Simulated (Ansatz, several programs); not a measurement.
LiNbO₃ (cubic perovskite), relaxed with PBE in Ansatz (plane waves, PAW): it is cubic, Pm-3m (No. 221); conventional cell a = 3.956 Å, 12.38 Å³ an atom. Around Li lie 12 O at 2.80 Å; around Nb lie 6 O at 1.98 Å; around O lie 2 Nb at 1.98 Å and 4 Li at 2.80 Å. The cell was then scaled with its shape and fractional coordinates held. Spin-unpolarised throughout. Whether this structure exists isn't addressed.

| V (Å³/atom) | E (meV/atom) |
| --- | --- |
| 11.640 | 28.60 |
| 12.382 | 0.00 |
| 12.754 | 6.08 |
| 13.125 | 23.10 |

Task: Pass a cubic E = c₀ + c₁u + c₂u² + c₃u³, with u = V − 12.475 Å³, through these points.

Result: c₀ = 0.38, c₁ = +8.342, c₂ = 45.109, c₃ = -6.4140 (meV and Å³).

Task: Where is the minimum, and what bulk modulus follows?

Result: dE/du = 0 at u = -0.091, so V₀ = 12.38 Å³. B = V₀ d²E/dV² = 12.38 × (2c₂ + 6c₃u) = 12.38 × 93.709 = 1161 meV/Å³, and 1 meV/Å³ is 0.16022 GPa: 186 GPa. A third-order Birch-Murnaghan fit to all five points gives 12.38 Å³ and 184 GPa.

Task: Predict the energy and the pressure at the withheld volume, 12.011 Å³.

Result: With u = -0.464: E ≈ 6.86 meV and P = −dE/dV ≈ +6.03 GPa. The run gives 6.74 meV and, from its stress, +5.99 GPa.
